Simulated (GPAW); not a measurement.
The system is AlCo.

```
Co Al
1.0
     2.81940    0.00000    0.00000
     0.00000    2.81940    0.00000
     0.00000    0.00000    2.81940
Co Al
1 1
Cartesian
  1.4097 1.4097 1.4097
  0.0000 0.0000 0.0000
```

The cell is a database's computed one.

Base run:

* Program: GPAW 26.7.0
* Functional: PBEsol
* Potentials or basis: PAW data sets generated in the run's folder for this functional
* Cutoff: 600 eV
* Basis: pw
* k mesh: 9 × 9 × 9
* Occupations: fermi-dirac, width 0.05 eV
* Spin: collinear spin, ferromagnetic start
* Starting moments: [2.0, 0.0] μB
* Hubbard terms: Co d U = 2 eV

Its results: pressure 0.2 GPa; net moment 0.06 μB per cell; site moments Co +0.09; Al -0.01 μB.

Task: The run is repeated on the same cell with these changes: hubbard terms from Co d U = 2 eV to Co d U = 4 eV. What comes out?

Result: Pressure 5.9 GPa; net moment 0.62 μB per cell; site moments Co +0.87; Al -0.07 μB.

Caveats: the U is typed as a test and isn't derived for this compound.

Not every run made on this cell is shown here.
